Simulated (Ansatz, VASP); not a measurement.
Two plane-wave programs on NaF

Contents of POSCAR:

```
NaF
1.0
    3.9063670452      0.0000000000      0.0000000000
   -1.9531835226      3.3830130977      0.0000000000
    0.0000000000      0.0000000000      4.5964781283
Na F
2 2
Direct
    0.3333333333      0.6666666667      0.2500000000
    0.6666666667      0.3333333333      0.7500000000
    0.6666666667      0.3333333333      0.2500000000
    0.3333333333      0.6666666667      0.7500000000
```

Contents of INCAR.step1:

```
PREC = Accurate
ENCUT = 520
ISMEAR = 0
SIGMA = 0.01
LREAL = False
LASPH = True
NELM = 80
NBANDS = 22
GGA = PE
ALGO = Normal
EDIFF = 1E-4
LWAVE = True
LCHARG = False
```

File INCAR.step2:

```
PREC = Accurate
ENCUT = 520
EDIFF = 1E-6
ISMEAR = 0
SIGMA = 0.01
LREAL = False
LASPH = True
NELM = 80
ALGO = Normal
ISIF = 2
LWAVE = False
LCHARG = True
METAGGA = R2SCAN
LMIXTAU = True
LELF = True
LVHAR = True
NBANDS = 22
ISTART = 1
```

The input KPOINTS:

```
regular mesh
0
Gamma
  6 6 6
```

Input for Ansatz:

```yaml
crystal:
  lattice:
    - [3.9063670452, 0.0, 0.0]
    - [-1.9531835226, 3.3830130977, 0.0]
    - [0.0, 0.0, 4.5964781283]
  atoms:
    - { symbol: Na, position: [0.3333333333, 0.6666666667, 0.25] }
    - { symbol: Na, position: [0.6666666667, 0.3333333333, 0.75] }
    - { symbol: F, position: [0.6666666667, 0.3333333333, 0.25] }
    - { symbol: F, position: [0.3333333333, 0.6666666667, 0.75] }
kpoints:
  mp_grid: { grid: [6, 6, 6] }
hamiltonian:
  xc: r2scan
scf:
  occupations: { method: fixed }
  n_extra_bands: 5
output:
  forces: true
  stress: true
  eigenvalues: true
```

Alike in both runs: task single point; functional r2SCAN; k mesh 6 × 6 × 6; no spin polarisation.

|  | VASP | Ansatz |
| --- | --- | --- |
| version | VASP 6.6.1 | Ansatz 0.2.0 |
| potentials or method | VASP PAW PBE potentials, release 64 (Na_pv, F) | plane waves, PAW |
| plane-wave cutoff (eV) | 520 | 500 |
| occupations | gaussian, width 0.01 eV | fixed |
| valence electrons in the cell | 28 | 32 |

Ansatz gave:

* gap on the k mesh at the Fermi level (eV): 6.24
* pressure (GPa): -1.2
* largest component of the traceless stress (GPa): 0.13

**Question.** Estimate VASP's values.

**Answer.** gap on the k mesh at the Fermi level (eV): 6.26; pressure (GPa): -1.6; largest component of the traceless stress (GPa): 0.08.

The two sets of potentials don't hold the same shells in valence.

Caveats: the PAW data sets were made with another functional, which shifts forces and pressure a little (VASP). A k mesh can miss the band edges. r2SCAN opens gaps a little over a GGA but as a rule still falls short of measured ones.
